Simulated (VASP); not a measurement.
# Nb (Im-3m) in VASP: settings compared

The runs below take Nb through relaxation of cell and atoms, single point, with PBEsol, RPBE.

All numbers are computed with VASP 6.6.1; they aren't measurements. Logs are shortened: lines on timing, memory, paths and dates and some standing lists are left out, and cuts for length are marked.

## (1) The structure

It takes space group Im-3m (No. 229, cubic). The conventional cell has a = 3.318 Å, b = 3.318 Å, c = 3.318 Å, α = 90.00°, β = 90.00°, γ = 90.00°. Nb (site symmetry m-3m) has 8 Nb at 2.87 Å as nearest neighbours.

## (2) Relaxation of cell and atoms, PBEsol

INCAR

```
PREC = Accurate ; ENCUT = 600
EDIFF = 1E-7 ; ISMEAR = 0
SIGMA = 0.1 ; LREAL = False
LASPH = True ; NELM = 100
ALGO = Normal ; ISIF = 3
LWAVE = False ; LCHARG = False
GGA = PS ; IBRION = 2
NSW = 90 ; EDIFFG = -0.005
```

KPOINTS

```
regular mesh
0
Gamma
  6 6 6
```

POSCAR

```
Nb
1.0
   -1.6588161900      1.6588161900      1.6588161900
    1.6588161900     -1.6588161900      1.6588161900
    1.6588161900      1.6588161900     -1.6588161900
Nb
1
Direct
    0.0000000000      0.0000000000      0.0000000000
```

Potentials or basis: VASP PAW PBE potentials, release 64 (Nb_sv).

The run is started by

```bash
> cat potpaw_PBE.64/Nb_sv/POTCAR > POTCAR
> mpirun -np 1 vasp_std > vasp.out
```

OUTCAR:

```text
PREC = Accurate
   ENCUT = 600
   EDIFF = 1E-7
   ISMEAR = 0
   LREAL = False
   LASPH = True
   NELM = 100
   ISIF = 3
   GGA = PS
   IBRION = 2
   NSW = 90
   EDIFFG = -0.005

 ion  position               nearest neighbor table
   1  0.000  0.000  0.000-

  LATTYP: Found a body centered cubic cell.
 ALAT       =     3.3176323800

  Lattice vectors:

 A1 = (  -1.6588161900,   1.6588161900,   1.6588161900)
 A2 = (   1.6588161900,  -1.6588161900,   1.6588161900)
 A3 = (   1.6588161900,   1.6588161900,  -1.6588161900)

Analysis of symmetry for initial positions (statically):
=====================================================================
 Subroutine PRICEL returns:
 Original cell was already a primitive cell.

 Routine SETGRP: Setting up the symmetry group for a
 body centered cubic supercell.

 Subroutine GETGRP returns: Found 48 space group operations
 (whereof 48 operations were pure point group operations)
 out of a pool of 48 trial point group operations.

The static configuration has the point symmetry O_h .

Analysis of symmetry for dynamics (positions and initial velocities):
=====================================================================
 Subroutine PRICEL returns:
 Original cell was already a primitive cell.

 Routine SETGRP: Setting up the symmetry group for a
 body centered cubic supercell.

 Subroutine GETGRP returns: Found 48 space group operations
 (whereof 48 operations were pure point group operations)
 out of a pool of 48 trial point group operations.

The dynamic configuration has the point symmetry O_h .

 Subroutine INISYM returns: Found 48 space group operations
 (whereof 48 operations are pure point group operations),
 and found     1 'primitive' translations

----------------------------------------------------------------------------------------

                                     Primitive cell

  volume of cell :      18.2581

  direct lattice vectors                    reciprocal lattice vectors
    -1.658816190  1.658816190  1.658816190     0.000000000  0.301419773  0.301419773
     1.658816190 -1.658816190  1.658816190     0.301419773  0.000000000  0.301419773
     1.658816190  1.658816190 -1.658816190     0.301419773  0.301419773  0.000000000

  length of vectors
     2.873153921  2.873153921  2.873153921     0.426271931  0.426271931  0.426271931

  position of ions in fractional coordinates (direct lattice)
     0.000000000  0.000000000  0.000000000

  ion indices of the primitive-cell ions
   primitive index   ion index
                 1           1

----------------------------------------------------------------------------------------

 KPOINTS: regular mesh

Automatic generation of k-mesh.
 Grid dimensions read from file:
 generate k-points for:    6    6    6

 Generating k-lattice:

  Cartesian coordinates                     Fractional coordinates (reciprocal lattice)
     0.000000000  0.050236629  0.050236629     0.166666667  0.000000000  0.000000000
     0.050236629  0.000000000  0.050236629     0.000000000  0.166666667  0.000000000
     0.050236629  0.050236629  0.000000000     0.000000000  0.000000000  0.166666667

  Length of vectors
     0.071045322  0.071045322  0.071045322

  Shift w.r.t. Gamma in fractional coordinates (k-lattice)
     0.000000000  0.000000000  0.000000000

 Subroutine IBZKPT returns following result:
 ===========================================

 Found     16 irreducible k-points:

 Following reciprocal coordinates:
            Coordinates               Weight
  0.000000  0.000000  0.000000      1.000000
  0.166667  0.000000  0.000000     12.000000
  0.333333  0.000000  0.000000     12.000000
  0.500000  0.000000  0.000000      6.000000
  0.166667  0.166667  0.000000     24.000000
  0.333333  0.166667  0.000000     48.000000
[... 8 lines left out ...]
  0.500000  0.500000  0.333333     12.000000
  0.500000  0.500000  0.500000      1.000000
   k-points           NKPTS =     16   k-points in BZ     NKDIM =     16   number of bands    NBANDS=     10
   number of dos      NEDOS =    301   number of ions     NIONS =      1
   total plane-waves  NPLWV =  13824
   dimension x,y,z NGX =    24 NGY =   24 NGZ =   24
   dimension x,y,z NGXF=    48 NGYF=   48 NGZF=   48
   ions per type =               1
   NGX,Y,Z   is equivalent  to a cutoff of  13.89, 13.89, 13.89 a.u.
   NGXF,Y,Z  is equivalent  to a cutoff of  27.77, 27.77, 27.77 a.u.
 SYSTEM =  unknown system
   PREC   = accura    normal or accurate (medium, high low for compatibility)
   ISTART =      0    job   : 0-new  1-cont  2-samecut
   ICHARG =      2    charge: 1-file 2-atom 10-const
   ISPIN  =      1    spin polarized calculation?
   LNONCOLLINEAR =      F non collinear calculations
   LSORBIT =      F    spin-orbit coupling
   LASPH  =      T    aspherical Exc in radial PAW
   ENCUT  =  600.0 eV  44.10 Ry    6.64 a.u.   5.74  5.74  5.74*2*pi/ulx,y,z
   NELM   =    100;   NELMIN=  2; NELMDL= -5     # of ELM steps
   EDIFF  = 0.1E-06   stopping-criterion for ELM
   LREAL  =      F    real-space projection
   EDIFFG = -.5E-02   stopping-criterion for IOM
   NSW    =     90    number of steps for IOM
   IBRION =      2    ionic relax: 0-MD 1-quasi-New 2-CG
   NFREE  =      1    steps in history (QN), initial steepest desc. (CG)
   ISIF   =      3    stress and relaxation
   ISYM   =      2    0-nonsym 1-usesym 2-fastsym
   POTIM  = 0.5000    time-step for ionic-motion
   TEBEG  =    0.0;   TEEND  =   0.0 temperature during run
   PSTRESS=    0.0 pullay stress
   NELECT =      13.0000    total number of electrons
   NUPDOWN=      -1.0000    fix difference up-down
   EMIN   =  10.00;   EMAX   =-10.00  energy-range for DOS
   EFERMI =   0.00;   METHOD = LEGACY
   ISMEAR =     0;   SIGMA  =   0.10  broadening in eV -4-tet -1-fermi 0-gaus
   EFERMI_NEDOS =   21; number of points for ismear=-14 and -15
   IALGO  =     38    algorithm
   IMIX   =      4    mixing-type and parameters
     AMIX     =   0.40;   BMIX     =  1.00
     AMIX_MAG =   1.60;   BMIX_MAG =  1.00
  volume/ion in A,a.u.               =      18.26       123.21
  Fermi-wavevector in a.u.,A,eV,Ry     =   1.461855  2.762506 29.075930  2.137021
  Thomas-Fermi vector in A             =   2.578137
   LORBIT       =      0    0 simple, 1 ext, 2 COOP (PROOUT), +10 PAW based schemes
   GGA     = PS    functional components
   LHFCALC =     F    Hartree Fock is set to
   AEXX    =    0.0000 exact exchange contribution
   IVDW    =     0    specifies the selected vdW correction
   LEPSILON=     F    determine dielectric tensor
   LRPA    =     F    only Hartree local field effects (RPA)
 conjugate gradient relaxation of ions
 non-spin polarized calculation
 Gauss-broadening in eV      SIGMA  =   0.10
  energy-cutoff  :      600.00
  volume of cell :       18.26
 maximum number of plane-waves:       620
   NGX = 11   NGY = 11   NGZ = 11

--------------------------------------- Ionic step        1  -------------------------------------------

 number of electron      12.9999999 magnetization

 Free energy of the ion-electron system (eV)
  ---------------------------------------------------
  ext. energy  EPLUGINS =         0.00000000
  ---------------------------------------------------
  free energy    TOTEN  =       -10.92090132 eV

  energy without entropy =      -10.91769298  energy(sigma->0) =      -10.91929715

------------------------ aborting loop because EDIFF is reached ----------------------------------------

  FORCE on cell =-STRESS in cart. coord.  units (eV):
  Direction    XX          YY          ZZ          XY          YZ          ZX
  --------------------------------------------------------------------------------------
  -------------------------------------------------------------------------------------
  Total       -1.1486106     -1.1486106     -1.1486106     -0.0000000      0.0000000     -0.0000000
  in kB     -100.7925879   -100.7925879   -100.7925879     -0.0000000      0.0000000     -0.0000000
  external PRESSURE =    -100.7925879 kB  Pullay stress =       0.0000000 kB

 VOLUME and BASIS-vectors are now :
 -----------------------------------------------------------------------------
  energy-cutoff  :      600.00
  volume of cell :       18.26
      direct lattice vectors                 reciprocal lattice vectors
    -1.658816190  1.658816190  1.658816190     0.000000000  0.301419773  0.301419773
     1.658816190 -1.658816190  1.658816190     0.301419773  0.000000000  0.301419773
     1.658816190  1.658816190 -1.658816190     0.301419773  0.301419773  0.000000000
[... 71 lines left out ...]
 POSITION                                       TOTAL-FORCE (eV/Angst)
 -----------------------------------------------------------------------------------
      0.00000      0.00000      0.00000        -0.000000     -0.000000      0.000000
 -----------------------------------------------------------------------------------
    total drift:                               -0.000000      0.000000      0.000000

  FREE ENERGIE OF THE ION-ELECTRON SYSTEM (eV)
  ---------------------------------------------------
  free  energy   TOTEN  =       -10.9568728329 eV

  energy  without entropy=      -10.9515326382  energy(sigma->0) =      -10.95420274

--------------------------------------- Ionic step        4  -------------------------------------------

 number of electron      13.0000001 magnetization

 Free energy of the ion-electron system (eV)
  ---------------------------------------------------
  ext. energy  EPLUGINS =         0.00000000
  ---------------------------------------------------
  free energy    TOTEN  =       -10.95688181 eV

  energy without entropy =      -10.95149000  energy(sigma->0) =      -10.95418591

 E-fermi :  11.8404     XC(G=0): -12.8723

 val. band max:       11.7835339586   @ k =   0.3333   0.1667   0.1667
 cond. band min:      11.8473651515   @ k =   0.1667   0.0000   0.0000
 fundamental gap:      0.0638311930
 Fermi energy:        11.8403928890

 k-point     1 :       0.0000    0.0000    0.0000
  band No.  band energies     occupation
      1     -42.3958      2.00000
      2     -17.6019      2.00000
      3     -17.6019      2.00000
      4     -17.6019      2.00000
      5       5.6843      2.00000
      6      12.1356      0.00003
      7      12.1356      0.00003
      8      12.1356      0.00003
      9      15.2007      0.00000
     10      15.2007      0.00000

 k-point     2 :       0.1667    0.0000    0.0000
  band No.  band energies     occupation
      1     -42.3218      2.00000
      2     -18.0281      2.00000
      3     -17.7308      2.00000
      4     -17.6062      2.00000
      5       6.7865      2.00000
      6      11.4735      2.00000
      7      11.8474      0.92145
      8      13.2841      0.00000
      9      14.5692      0.00000
     10      15.2343      0.00000
[... 202 lines left out ...]
 POSITION                                       TOTAL-FORCE (eV/Angst)
 -----------------------------------------------------------------------------------
      0.00000      0.00000      0.00000         0.000000     -0.000000      0.000000
 -----------------------------------------------------------------------------------
    total drift:                                0.000000      0.000000     -0.000000

  FREE ENERGIE OF THE ION-ELECTRON SYSTEM (eV)
  ---------------------------------------------------
  free  energy   TOTEN  =       -10.9568818100 eV

  energy  without entropy=      -10.9514900024  energy(sigma->0) =      -10.95418591

 reached required accuracy - stopping structural energy minimisation
```

Run time: 7.1 s. Hardware: 1 thread of Intel Xeon 6975P-C (Granite Rapids), shared host; peak memory 0.14 GiB.

Results:

```yaml
Free_energy: -10.9569 eV
Relaxed_volume: 17.16 Å³/atom
Relaxed_cell: a = 2.814 Å, b = 2.814 Å, c = 2.814 Å, α = 109.47°, β = 109.47°, γ = 109.47°
Space_group_after_relaxing_to_0.05_Å: Im-3m (No. 229)
Energy_gained_by_relaxing: 36.0 meV/atom
Ionic_steps: 4
Pressure_after_relaxing: 0.0 GPa
Band_gap_on_the_k_mesh: none (metal or under the smearing width)
```

Step by step:
```
step  energy change (eV)  largest force (eV/Å)  pressure (GPa)  volume (Å³)
   1              0.0000                0.0000          -10.08        18.26
   2              0.0828                0.0000           23.82        15.39
   3             -0.0360                0.0000           -0.17        17.18
   4             -0.0360                0.0000            0.04        17.16
```

Final structure:
```
Nb
1.0
    -1.62476    1.62476    1.62476
     1.62476   -1.62476    1.62476
     1.62476    1.62476   -1.62476
Nb
1
Direct
  0.00000 0.00000 0.00000
```

Caveat: the k mesh is coarse (spacing up to 0.45 Å⁻¹), so the values aren't converged; the PAW data sets were made with another functional, which shifts forces and pressure a little.

[end of part 1 of 2]
